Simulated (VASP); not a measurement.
# Y in VASP: notebook

Aim: see how the results for Y move with the level of theory and the settings. Levels: BLYP, BLYP+D3. Tasks: relaxation of the atoms.

All numbers are computed with VASP 6.6.1; they aren't measurements. Logs are shortened: lines on timing, memory, paths and dates and some standing lists are left out, and cuts for length are marked.

**1. The structure**

The cell holds a slab with vacuum, 3 atoms: a = 3.651 Å, b = 3.651 Å, c = 20.747 Å, α = 90.00°, β = 90.00°, γ = 120.00°.

The slab is cut from a database's or a generator's crystal, which needn't be the stable form of the element.

**2. Relaxation of the atoms, BLYP**

Input file INCAR:

```
SYSTEM = Y
PREC     = Accurate       ! precision mode
ENCUT    = 520            ! plane-wave cutoff, eV
EDIFF    = 1E-6           ! SCF threshold, eV
ISMEAR   = -1             ! smearing method
SIGMA    = 0.05           ! smearing width, eV
LREAL    = .False.        ! projectors in reciprocal space
LASPH    = .True.         ! aspherical terms in the spheres
NELM     = 60             ! most SCF steps
ALGO     = Normal         ! electronic algorithm
ISIF     = 2              ! what is computed and relaxed
LWAVE    = .False.        ! write WAVECAR
LCHARG   = .False.        ! write CHGCAR
LDIPOL   = .True.       
IDIPOL   = 3            
DIPOL    = 0.5 0.5 0.500
GGA      = B5             ! functional
ALDAX    = 1.0          
AGGAX    = 1.0          
AGGAC    = 1.0          
ALDAC    = 0.0          
IBRION   = 2              ! ionic algorithm
NSW      = 40             ! ionic steps
EDIFFG   = -0.01          ! ionic threshold
```

Input file KPOINTS:

```
Automatic mesh
0
Gamma
  8 8 1
  0 0 0
```

Input file POSCAR:

```
Y
1.0
    3.6514992371      0.0000000000      0.0000000000
   -1.8257496186      3.1622911012      0.0000000000
    0.0000000000      0.0000000000     20.7474000000
Y
3
Selective dynamics
Direct
    0.3333333333      0.6666666666      0.3614910784  F F F
    0.6666666667      0.3333333334      0.5000000000  T T T
    0.3333333333      0.6666666666      0.6385089216  T T T
```

Potentials or basis: VASP PAW PBE potentials, release 64 (Y_sv).

Command:

```bash
> cat potpaw_PBE.64/Y_sv/POTCAR > POTCAR
> mpirun -np 1 vasp_std > vasp.out
```

OUTCAR:

```text
SYSTEM = Y
   PREC = Accurate
   ENCUT = 520
   EDIFF = 1E-6
   ISMEAR = -1
   LREAL = .False.
   LASPH = .True.
   NELM = 60
   ISIF = 2
   GGA = B5
   IBRION = 2
   NSW = 40
   EDIFFG = -0.01

 ion  position               nearest neighbor table
   1  0.333  0.667  0.361-   2 3.56   2 3.56   2 3.56
   2  0.667  0.333  0.500-   1 3.56   3 3.56   1 3.56   3 3.56   1 3.56   3 3.56
   3  0.333  0.667  0.639-   2 3.56   2 3.56   2 3.56

  LATTYP: Found a hexagonal cell.
 ALAT       =     3.6514992371
 C/A-ratio  =     5.6818853443

  Lattice vectors:

 A1 = (   3.6514992371,   0.0000000000,   0.0000000000)
 A2 = (  -1.8257496186,   3.1622911012,   0.0000000000)
 A3 = (   0.0000000000,   0.0000000000,  20.7474000000)

Analysis of symmetry for initial positions (statically):
=====================================================================
 Subroutine PRICEL returns:
 Original cell was already a primitive cell.

 Routine SETGRP: Setting up the symmetry group for a
 hexagonal supercell.

 Subroutine GETGRP returns: Found 12 space group operations
 (whereof 12 operations were pure point group operations)
 out of a pool of 24 trial point group operations.

The static configuration has the point symmetry D_3h.

Analysis of symmetry for dynamics (positions and initial velocities):
=====================================================================
 Subroutine PRICEL returns:
 Original cell was already a primitive cell.

 Routine SETGRP: Setting up the symmetry group for a
 hexagonal supercell.

 Subroutine GETGRP returns: Found 12 space group operations
 (whereof 12 operations were pure point group operations)
 out of a pool of 24 trial point group operations.

The dynamic configuration has the point symmetry D_3h.

Analysis of constrained symmetry for selective dynamics:
=====================================================================
 Subroutine PRICEL returns:
 Original cell was already a primitive cell.

 Routine SETGRP: Setting up the symmetry group for a
 hexagonal supercell.

 Subroutine GETGRP returns: Found  6 space group operations
 (whereof  6 operations were pure point group operations)
 out of a pool of 24 trial point group operations.

The constrained configuration has the point symmetry C_3v.
[... 126 lines left out ...]

 number of electron      33.0000001 magnetization

 Free energy of the ion-electron system (eV)
  ---------------------------------------------------
  ext. energy  EPLUGINS =         0.00000000
  ---------------------------------------------------
  free energy    TOTEN  =       -15.30892754 eV

  energy without entropy =      -15.25479173  energy(sigma->0) =      -15.28185964

------------------------ aborting loop EDIFF was not reached (unconverged)  ----------------------------

  FORCE on cell =-STRESS in cart. coord.  units (eV):
  Direction    XX          YY          ZZ          XY          YZ          ZX
  --------------------------------------------------------------------------------------
  -------------------------------------------------------------------------------------
  Total       -0.6734652     -0.6734652     -0.8041424      0.0000000      0.0000000      0.0000000
  in kB       -4.5039029     -4.5039029     -5.3778266      0.0000000      0.0000000      0.0000000
  external PRESSURE =      -4.7952108 kB  Pullay stress =       0.0000000 kB
[... 248 lines left out ...]
 number of electron      33.0000001 magnetization

------------------------ aborting loop EDIFF was not reached (unconverged)  ----------------------------

 vacuum level on the upper side and lower side of the slab       (xc-potential included)         0.008        -0.021

  FORCE on cell =-STRESS in cart. coord.  units (eV):
  Direction    XX          YY          ZZ          XY          YZ          ZX
  --------------------------------------------------------------------------------------
  -------------------------------------------------------------------------------------
  Total       -0.2830537     -0.2830537      0.1869732      0.0000000      0.0000000      0.0000000
  in kB       -1.8929657     -1.8929657      1.2504120      0.0000000      0.0000000      0.0000000
  external PRESSURE =      -0.8451731 kB  Pullay stress =       0.0000000 kB
[... 18 lines left out ...]
  FREE ENERGIE OF THE ION-ELECTRON SYSTEM (eV)
  ---------------------------------------------------
  free  energy   TOTEN  =       -15.3168859301 eV

  energy  without entropy=      -15.2689763059  energy(sigma->0) =      -15.29293112

 dipolmoment           0.000000      0.000000      0.000080 electrons x Angstroem

--------------------------------------- Ionic step        9  -------------------------------------------

 number of electron      33.0000001 magnetization

 dipolmoment           0.000000      0.000000     -0.000074 electrons x Angstroem

 Free energy of the ion-electron system (eV)
  ---------------------------------------------------
  ext. energy  EPLUGINS =         0.00000000
  ---------------------------------------------------
  free energy    TOTEN  =       -15.32029808 eV

  energy without entropy =      -15.27072614  energy(sigma->0) =      -15.29551211

 E-fermi :  -0.1552     XC(G=0):  -4.4391

 val. band max:       -0.2211400970   @ k =   0.2500   0.0000   0.0000
 cond. band min:      -0.1524067226   @ k =   0.1250   0.1250   0.0000
 fundamental gap:      0.0687333744
 Fermi energy:        -0.1552166552

 k-point     1 :       0.0000    0.0000    0.0000
  band No.  band energies     occupation
      1     -43.2107      2.00000
      2     -43.2080      2.00000
      3     -42.5615      2.00000
      4     -23.3908      2.00000
      5     -23.3218      2.00000
      6     -23.0643      2.00000
[... 219 lines left out ...]
     19       0.3705      0.00005
     20       0.3956      0.00003

------------------------ aborting loop because EDIFF is reached ----------------------------------------

 vacuum level on the upper side and lower side of the slab       (xc-potential included)        -0.129        -0.110

  FORCE on cell =-STRESS in cart. coord.  units (eV):
  Direction    XX          YY          ZZ          XY          YZ          ZX
  --------------------------------------------------------------------------------------
  -------------------------------------------------------------------------------------
  Total       -0.3927829     -0.3927829     -0.0548927      0.0000000     -0.0000000     -0.0000000
  in kB       -2.6267964     -2.6267964     -0.3671035      0.0000000     -0.0000000     -0.0000000
  external PRESSURE =      -1.8735654 kB  Pullay stress =       0.0000000 kB
[... 18 lines left out ...]
  FREE ENERGIE OF THE ION-ELECTRON SYSTEM (eV)
  ---------------------------------------------------
  free  energy   TOTEN  =       -15.3202980803 eV

  energy  without entropy=      -15.2707261368  energy(sigma->0) =      -15.29551211

 reached required accuracy - stopping structural energy minimisation

 vacuum level on the upper side and lower side of the slab         2.671         2.688
```

OSZICAR:

```text
N       E                     dE             d eps       ncg     rms          rms(c)
DAV:   1     0.151698865447E+03    0.15170E+03   -0.16141E+04   512   0.135E+03
DAV:   2     0.522458459625E+01   -0.14647E+03   -0.14259E+03   444   0.306E+02
DAV:   3    -0.154404764541E+02   -0.20665E+02   -0.20167E+02   764   0.575E+01
[... 438 lines left out ...]
DAV:  54    -0.153203344774E+02   -0.23725E-05   -0.22243E-05   320   0.194E-02    0.143E-02
DAV:  55    -0.153203138912E+02    0.20586E-04   -0.58766E-05   320   0.328E-02    0.110E-02
DAV:  56    -0.153203045359E+02    0.93553E-05   -0.11112E-04   320   0.444E-02    0.717E-03
DAV:  57    -0.153202986388E+02    0.58971E-05   -0.61875E-05   320   0.352E-02    0.822E-03
DAV:  58    -0.153202980803E+02    0.55854E-06   -0.33631E-06   372   0.519E-03
   9 F= -.15320298E+02 E0= -.15295512E+02  d E =-.509931E-02
```

It took 58 min on 1 thread of Intel Xeon Platinum 8259CL at 2.50GHz (Skylake/Cascade Lake), shared host; peak memory 0.38 GiB.

What came out:

- Free energy: -15.3203 eV
- Energy gained by relaxing: 3.8 meV/atom
- Ionic steps: 9
- Band gap on the k mesh: none (metal or under the smearing width)

Step by step:
| step | energy change (eV) | largest force (eV/Å) | pressure (GPa) |
| --- | --- | --- | --- |
| 1 | 0.0000 | 0.1446 | -0.48 |
| 2 | -0.0009 | 0.1431 | -0.47 |
| 3 | -0.0033 | 0.1398 | -0.43 |
| 4 | -0.0061 | 0.1307 | -0.36 |
| 5 | -0.0063 | 0.1287 | -0.33 |
| 6 | -0.0078 | 0.1106 | -0.29 |
| 7 | -0.0110 | 0.0383 | -0.24 |
| 8 | -0.0080 | 0.1310 | -0.08 |
| 9 | -0.0114 | 0.0046 | -0.19 |

Final structure:
```xyz
3
Lattice="3.6515 0.0000 0.0000 -1.8257 3.1623 0.0000 0.0000 0.0000 20.7474" Properties=species:S:1:pos:R:3 pbc="T T T"
Y     0.0000    2.1082    7.5000
Y     1.8258    1.0541   10.3003
Y     0.0000    2.1082   13.0982
```

Caveat: the PAW data sets were made with another functional, which shifts forces and pressure a little.

**3. Relaxation of the atoms, BLYP+D3**

INCAR, as its differences from that of step 2:

```diff
@@ -21,2 +21,7 @@
 ALDAC    = 0.0          
+IVDW     = 11             ! dispersion correction
+VDW_S6   = 1.0          
+VDW_S8   = 1.682        
+VDW_SR   = 1.094        
+VDW_SR8  = 1.0          
 IBRION   = 2              ! ionic algorithm
```

KPOINTS is that of step 2.

POSCAR is that of step 2.

Potentials or basis: VASP PAW PBE potentials, release 64 (Y_sv).

Command:

```bash
> cat potpaw_PBE.64/Y_sv/POTCAR > POTCAR
> mpirun -np 1 vasp_std > vasp.out
```

Run time: 74 min. Hardware: 1 thread of Intel Xeon Platinum 8259CL at 2.50GHz (Skylake/Cascade Lake), shared host; peak memory 0.38 GiB.

It converged, with:

```
Free energy                : -16.3108 eV
Energy gained by relaxing  : 13.7 meV/atom
Ionic steps                : 10
Band gap on the k mesh     : none (metal or under the smearing width)
Dispersion energy per atom : -0.333 eV
```

Step by step:
| step | energy change (eV) | largest force (eV/Å) | pressure (GPa) |
| --- | --- | --- | --- |
| 1 | 0.0000 | 0.2699 | -1.16 |
| 2 | -0.0034 | 0.2674 | -1.15 |
| 3 | -0.0120 | 0.2630 | -1.08 |
| 4 | -0.0215 | 0.2510 | -0.95 |
| 5 | -0.0217 | 0.2523 | -0.86 |
| 6 | -0.0270 | 0.2205 | -0.82 |
| 7 | -0.0383 | 0.1039 | -0.69 |
| 8 | -0.0325 | 0.2228 | -0.42 |
| 9 | -0.0411 | 0.0144 | -0.61 |
| 10 | -0.0412 | 0.0025 | -0.60 |

Final structure:
```yaml
crystal:
  lattice:
    - [3.65150, 0.00000, 0.00000]
    - [-1.82575, 3.16229, 0.00000]
    - [0.00000, 0.00000, 20.74740]
  atoms:
    - { symbol: Y, position: [0.33333, 0.66667, 0.36149] }
    - { symbol: Y, position: [0.66667, 0.33333, 0.49317] }
    - { symbol: Y, position: [0.33333, 0.66667, 0.62490] }
```

Levels at points of the mesh, in eV from the Fermi level:
| k point | band 13 | band 14 | band 15 | band 16 | band 17 | band 18 | band 19 | band 20 |
| --- | --- | --- | --- | --- | --- | --- | --- | --- |
| (0.00, 0.00, 0.00) | -4.17 | -3.27 | -2.10 | 0.11 | 0.26 | 1.24 | 1.42 | 1.42 |
| (0.50, 0.00, 0.00) | -1.56 | -1.47 | -1.23 | -0.40 | -0.20 | 0.58 | 0.78 | 1.43 |

Caveat: the PAW data sets were made with another functional, which shifts forces and pressure a little.
